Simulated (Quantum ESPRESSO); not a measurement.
Crystal: Sb.

```xyz
2
Lattice="2.1542 1.2437 3.7580 -2.1542 1.2437 3.7580 0.0000 -2.4875 3.7580" Properties=species:S:1:pos:R:3 pbc="T T T"
Sb    0.0000    0.0000    8.6416
Sb    0.0000    0.0000    2.6324
```

Base run:

```yaml
Program: Quantum ESPRESSO 7.5
Functional: AM05
Potentials_or_basis: PseudoDojo 0.4 FR PBE standard
Cutoff: 1088 eV
Density_cutoff: 4354 eV
k_mesh: 8 × 8 × 8
Occupations: fermi-dirac, width 0.05 eV
Spin: spin-orbit coupling, no magnetisation
```

Its results: band gap on the k mesh none (metal or under the smearing width); pressure 0.2 GPa; largest force 0.092 eV/Å.

Q: The run is repeated on the same cell with these changes: functional from AM05 to PBE. What comes out?

A: Band gap on the k mesh none (metal or under the smearing width); pressure 2.8 GPa; largest force 0.183 eV/Å.

PBE binds less tightly than AM05, so the same cell stands under more pressure.

Caveats: the potentials were made for another functional, which shifts forces and pressure (some runs).

Not every run made on this cell is shown here.
